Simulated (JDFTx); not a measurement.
Runs of JDFTx 1.7.0 (patched build) on BaS. The structure is cubic, space group Fm-3m (No. 225). Conventional cell: a = 6.388 Å, b = 6.388 Å, c = 6.388 Å, α = 90.00°, β = 90.00°, γ = 90.00°. Around Ba (site symmetry m-3m) lie 6 S at 3.19 Å. S (site symmetry m-3m) has 6 Ba at 3.19 Å as nearest neighbours. 

```csv
task,level,potentials or basis,cell,smearing,further solve for the empty bands,gap on the mesh (eV),pressure (GPa)
single point,BLYP,PseudoDojo-SR-PBE-0.5-standard with smoothed tails,as given,fermi-dirac 0.05 eV,yes,2.34,(b)
single point,PBEsol,PseudoDojo-SR-PBEsol-0.4.1-standard with smoothed tails,as given,fermi-dirac 0.05 eV,yes,2.08,(c)
relaxation of cell and atoms,PBE,PseudoDojo-SR-PBE-0.5-standard with smoothed tails,relaxed,fermi-dirac 0.05 eV,no,2.29,0.0
single point,PBE,PseudoDojo-SR-PBE-0.5-standard with smoothed tails,as given,gaussian 0.011 eV,yes,2.27,(a)
single point,RPBE,PseudoDojo-SR-PBE-0.5-standard with smoothed tails,as given,fermi-dirac 0.05 eV,yes,2.43,2.2
```

Alike in all rows: no spin polarisation; k mesh 7 × 7 × 7; cutoff (eV) 707.

Question: Fill in the values left out.

Answer: (a) 0.8; (b) 3.1; (c) -0.9.

Caveats: spin-orbit coupling is left out, which moves the levels of the heavy elements; an odd mesh through Γ misses points on the zone boundary, where band edges often lie; the empty levels aren't tightly converged (some runs); the potentials were made for another functional, which shifts forces and pressure (some runs); this release of the barium file is off (some runs).

A k mesh can miss the band edges, and the runs leave out spin-orbit coupling on Ba.
